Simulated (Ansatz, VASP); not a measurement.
## One calculation of AlN, two programs

```xyz
4
Lattice="3.4033 0.0000 0.0000 -1.7016 2.9473 0.0000 0.0000 0.0000 3.9696" Properties=species:S:1:pos:R:3 pbc="T T T"
Al    0.0000    1.9649    2.9772
Al    1.7016    0.9824    0.9924
N     0.0000    1.9649    0.9924
N     1.7016    0.9824    2.9772
```

Alike in both runs: task single point; functional PBE; k mesh 9 × 9 × 6; occupations gaussian, width 0.05 eV; no spin polarisation.

|  | VASP | Ansatz |
| --- | --- | --- |
| version | VASP 6.6.1 | Ansatz 0.2.0 |
| potentials or method | VASP PAW PBE potentials, release 64 (Al, N) | scalar-relativistic, plane waves, PAW |
| plane-wave cutoff (eV) | 520 | 520 |
| valence electrons in the cell | 16 | 16 |

```tsv
	VASP	Ansatz	Ansatz less VASP
gap on the k mesh at the Fermi level (eV)	3.51	3.50	-0.008
least direct gap on the mesh (eV)	3.51	3.50	-0.008
pressure (GPa)	0.0	0.1	+0.14
largest component of the traceless stress (GPa)	10.79	10.65	-0.142
```
